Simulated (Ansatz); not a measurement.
# CdO: the cost of one run

Computed with Ansatz 0.2.0 (DFT PBE, scalar-relativistic, plane waves, PAW, unless a step's input says otherwise).

## 1. The structure to begin with

The structure is cubic, space group Fm-3m (No. 225). The conventional cell has a = 5.748 Å, b = 5.748 Å, c = 5.748 Å, α = 90.00°, β = 90.00°, γ = 90.00°. Around Cd (site symmetry m-3m) lie 6 Se at 2.87 Å. Se (site symmetry m-3m) has 6 Cd at 2.87 Å as nearest neighbours.

Structure file:

```
CELL_PARAMETERS angstrom
0.00000 2.87396 2.87396
2.87396 0.00000 2.87396
2.87396 2.87396 0.00000
ATOMIC_POSITIONS crystal
Cd 0.00000 0.00000 0.00000
Se 0.50000 0.50000 0.50000
```

The structure comes from the Materials Project (structure only).

## 2. One element swapped, cell strained: Se → O, first probe

Against the listed cell: O takes all sites of Se, and lengths are scaled by 0.877 as a first guess of the size; strain xx, yy, zz, yz, xz, xy = -1.6, -1.6, -1.6, +0.0, +0.0, +0.0 %.

input.yaml

```yaml
crystal:
  lattice:
    - [0.0, 2.4799469801, 2.4799469801]
    - [2.4799469801, 0.0, 2.4799469801]
    - [2.4799469801, 2.4799469801, 0.0]
  atoms:
    - { symbol: Cd, position: [0.0, 0.0, 0.0] }
    - { symbol: O, position: [0.5, 0.5, 0.5] }
basis:
  ecutwfc: 420
kpoints:
  mp_grid: { grid: [6, 6, 6] }
hamiltonian:
  xc: pbe
scf:
  occupations: { method: gaussian, width: 0.1 }
output:
  forces: true
  stress: true
  eigenvalues: true
```

The run is started by

```bash
$ ansatz run input.yaml --threads 1 --pin off --max-ram 1331MiB --backend cpu --events-out ev --progress --plain --runs-dir out
```

Q: Estimate wall time and peak memory on 1 thread of an x86-64 CPU, shared host.

About 1.7 s, with a peak of 0.29 GiB.
